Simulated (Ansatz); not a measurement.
**KF (Carobbiite) under changes of volume**

One of the cells (19.074 Å³/atom); the others are scaled copies at fixed shape and fractional positions:

```
CELL_PARAMETERS angstrom
0.00000 2.67185 2.67185
2.67185 0.00000 2.67185
2.67185 2.67185 0.00000
ATOMIC_POSITIONS crystal
K 0.00000 0.00000 0.00000
F 0.50000 0.50000 0.50000
```

```yaml
Program: Ansatz 0.2.0
Functional: LDA
Potentials_or_basis: Ansatz PAW
Cutoff: "420 eV (not typed: the program's choice for these potentials)"
k_mesh: 9 × 9 × 9
Occupations: fermi-dirac, width 0.05 eV
Spin: no spin polarisation
```

| volume (Å³/atom) | energy over the lowest point (meV/atom) | pressure (GPa) | gap on the mesh (eV) |
| --- | --- | --- | --- |
| 17.929 | 0.00 | -1.6 | 6.13 |
| 18.311 | 4.82 | -2.3 | 6.02 |
| 18.692 | 11.07 | -3.0 | 5.91 |
| 19.074 | 18.84 | -3.5 | 5.81 |
| 19.455 | 27.73 | -4.0 | 5.71 |
| 19.837 | 37.66 | -4.4 | 5.61 |
| 20.218 | ? | ? | ? |

Problem. What does the run at 20.218 Å³/atom give?

Solution. Energy over the lowest point 48.51 meV/atom; pressure -4.7 GPa; gap on the mesh 5.52 eV.

Worked out: A Birch-Murnaghan fit of order 3 (a polynomial in V^(-2/3)) to the other rows has no minimum within the range. It gives 48.49 meV/atom at 20.218 Å³/atom, against the run's 48.51, and -dE/dV = -4.7 GPa, against -4.7. A straight line through the other rows of the gap, of slope -5.13 eV per unit of ln V (its deformation potential), extrapolates to 5.51 eV, against the run's 5.52.

Energies are extrapolated to zero smearing.

Caveats: odd divisions of the mesh miss points on the zone boundary, where band edges often lie, so the gap on the mesh can be too wide; the PAW data sets come from PBE, with cores solved anew for the run's functional, which leaves a small shift of forces and pressure.

A mesh can miss the band edges.
